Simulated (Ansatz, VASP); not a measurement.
MgO in VASP and in Ansatz

```
CELL_PARAMETERS angstrom
3.31422 0.00000 0.00000
-1.65711 2.87020 0.00000
0.00000 0.00000 5.12324
ATOMIC_POSITIONS crystal
Mg 0.33333 0.66667 0.99213
Mg 0.66667 0.33333 0.49213
O 0.33333 0.66667 0.38387
O 0.66667 0.33333 0.88387
```

Alike in both runs: task single point; functional PBE; k mesh 11 × 11 × 6; occupations fermi-dirac, width 0.08 eV; no spin polarisation.

```csv
,VASP,Ansatz
version,VASP 6.6.1,Ansatz 0.2.0
potentials or method,"VASP PAW PBE potentials, release 64 (Mg, O), cutoff 520 eV","all-electron LAPW, scalar-relativistic"
```

|  | VASP | Ansatz | Ansatz less VASP |
| --- | --- | --- | --- |
| gap on the k mesh at the Fermi level (eV) | 3.40 | 3.41 | +0.010 |
| pressure (GPa) | -0.4 | 0.0 | +0.42 |

Ansatz ran all-electron here, so the differences hold the error of VASP's frozen core and of both bases.

Caveats: an odd mesh through Γ misses points on the zone boundary, where band edges often lie. A hybrid or GW would open this gap; PBE tends to underestimate it.
